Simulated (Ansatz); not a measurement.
# Al2O3 (Corundum): the cost of one run

Method: DFT, PBE, plane-wave PAW, default files, scalar-relativistic, as far as a step names no other, in Ansatz 0.2.0.

### 1 Starting point

Symmetry: R-3c, No. 167, trigonal system. Conventional cell: a = 4.760 Å, b = 4.760 Å, c = 12.996 Å, α = 90.00°, β = 90.00°, γ = 120.00°. Al (site symmetry 3) is surrounded by 6 O at 1.85 to 1.97 Å. O (site symmetry 2) has 4 Al at 1.85 to 1.97 Å as nearest neighbours.

Structure file:

```
Al O
1.0
     2.38025    1.37424    4.33187
    -2.38025    1.37424    4.33187
     0.00000   -2.74848    4.33187
Al O
4 6
Direct
  0.35216 0.35216 0.35216
  0.14784 0.14784 0.14784
  0.64784 0.64784 0.64784
  0.85216 0.85216 0.85216
  0.55668 0.94332 0.25000
  0.25000 0.55668 0.94332
  0.94332 0.25000 0.55668
  0.44332 0.05668 0.75000
  0.75000 0.44332 0.05668
  0.05668 0.75000 0.44332
```

The earlier run gave: gap on the mesh 6.22 eV, largest force 0.029 eV/Å, pressure 7.3 GPa.

The printed gradients, by site:

| site | atoms | first shell | V_zz (10²¹ V/m²) | η | C_Q (MHz) |
| --- | --- | --- | --- | --- | --- |
| Al | 1, 2, 3, 4 | 6 O at 1.85–1.97 Å | 0.57 | 0.00 | 2.03 (²⁷Al) |
| O | 5, 6, 7, 8, … | 4 Al at 1.85–1.97 Å; also 2 Al at 3.22 Å | -3.88 | 0.51 | 2.40 (¹⁷O) |

V_zz is the principal component of the electric field gradient with the largest magnitude, η = (V_xx − V_yy)/V_zz and C_Q = eQV_zz/h. Q values from Pyykkö, Mol. Phys. 116, 1328 (2018).

### 2 Ions relaxed at fixed cell

input.yaml

```yaml
crystal:
  lattice:
    - [2.38025, 1.3742379782, 4.3318666667]
    - [-2.38025, 1.3742379782, 4.3318666667]
    - [0.0, -2.7484759565, 4.3318666667]
  atoms:
    - { symbol: Al, position: [0.35216, 0.35216, 0.35216] }
    - { symbol: Al, position: [0.14784, 0.14784, 0.14784] }
    - { symbol: Al, position: [0.64784, 0.64784, 0.64784] }
    - { symbol: Al, position: [0.85216, 0.85216, 0.85216] }
    - { symbol: O, position: [0.55668, 0.94332, 0.25] }
    - { symbol: O, position: [0.25, 0.55668, 0.94332] }
    - { symbol: O, position: [0.94332, 0.25, 0.55668] }
    - { symbol: O, position: [0.44332, 0.05668, 0.75] }
    - { symbol: O, position: [0.75, 0.44332, 0.05668] }
    - { symbol: O, position: [0.05668, 0.75, 0.44332] }
kpoints:
  mp_grid: { grid: [8, 8, 8] }
scf:
  occupations: { method: fermi_dirac, width: 0.02 }
hamiltonian:
  xc: pbe
  pseudopotentials: { kind: paw }
output:
  forces: true
  stress: true
  populations: true
  efg:
    quadrupole_moments_barn: { Al: 0.1466, O: -0.02558 }
    contact_densities: true
relax:
  f_tol: 0.02
  max_steps: 60
```

Command:

```console
ansatz run input.yaml --threads 4 --pin off --max-ram 8192MiB --backend cpu --events-out ev --progress --plain --runs-dir out
```

**Question.** How long does this run take on 4 threads of Intel Xeon Platinum 8488C (Sapphire Rapids), shared host, and how much memory does it need?

About 7.4 s, with a peak of 0.55 GiB.
